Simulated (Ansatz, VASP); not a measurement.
CuI in VASP and in Ansatz

```
CELL_PARAMETERS angstrom
7.51457 0.00000 0.00000
0.00000 7.51457 0.00000
0.00000 0.00000 7.51457
ATOMIC_POSITIONS crystal
Cu 0.75000 0.50000 0.00000
Cu 0.50000 0.00000 0.75000
Cu 0.00000 0.75000 0.50000
Cu 0.00000 0.25000 0.50000
Cu 0.25000 0.50000 0.00000
Cu 0.50000 0.00000 0.25000
I 0.50000 0.75000 0.00000
I 0.75000 0.00000 0.50000
I 0.00000 0.50000 0.75000
I 0.25000 0.00000 0.50000
I 0.00000 0.50000 0.25000
I 0.50000 0.25000 0.00000
```

Alike in both runs: task relaxation of cell and atoms; functional PBE; k mesh 4 × 4 × 4; occupations gaussian, width 0.02 eV; no spin polarisation.

```csv
,VASP,Ansatz
version,VASP 6.6.1,Ansatz 0.2.0
potentials or method,"VASP PAW PBE potentials, release 64 (Cu, I)","scalar-relativistic, plane waves, PAW"
plane-wave cutoff (eV),600,420
valence electrons in the cell,108,216
```

```tsv
	VASP	Ansatz	Ansatz less VASP
gap on the k mesh at the Fermi level, each at its own relaxed structure (eV)	1.21	1.20	-0.017
relaxed volume (Å³/atom)	35.36	35.36	0.000
relaxed cell length with the largest relative difference (Å)	7.515	7.515	0.0000
```

The two sets of potentials don't hold the same shells in valence. Ansatz warned: «xc_potential_rough_in_thin_density».

Caveats: the relaxation stopped at its first step, so nothing moved; spin-orbit coupling is left out, which moves the levels of the heavy elements. PBE gaps usually lie below the measured ones, often by a third to a half.
